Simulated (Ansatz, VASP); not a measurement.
Two plane-wave programs on Al

```xyz
7
Lattice="2.8577 0.0000 0.0000 0.0000 2.8577 0.0000 0.0000 0.0000 27.1244" Properties=species:S:1:pos:R:3 pbc="T T T"
Al    1.4289    1.4289    7.5000
Al    0.0000    0.0000    9.5207
Al    1.4289    1.4289   11.5415
Al    0.0000    0.0000   13.5622
Al    1.4289    1.4289   15.5829
Al    0.0000    0.0000   17.6036
Al    1.4289    1.4289   19.6244
```

Alike in both runs: task single point; functional PBE; k mesh 12 × 12 × 1; occupations gaussian, width 0.1 eV; no spin polarisation.

```csv
,VASP,Ansatz
version,VASP 6.6.1,Ansatz 0.2.0
potentials or method,"VASP PAW PBE potentials, release 64 (Al)","scalar-relativistic, plane waves, PAW"
plane-wave cutoff (eV),520,420
valence electrons in the cell,21,21
```

VASP gave:

- gap on the k mesh at the Fermi level (eV): none
- rms of the force components (eV/Å): 0.058
- work function, face that differs most (eV): 4.11

Problem. What did Ansatz give for the same quantities?

Solution. gap on the k mesh at the Fermi level (eV): none; rms of the force components (eV/Å): 0.058; work function, face that differs most (eV): 4.25.

Atom by atom the forces differ by 0.000 eV/Å (rms over components). A gap of «none» marks a metal or a gap that the smearing closes. The functional is the same, so the differences come from potentials, cutoffs and numerics. Ansatz warned: «xc_potential_rough_in_thin_density».
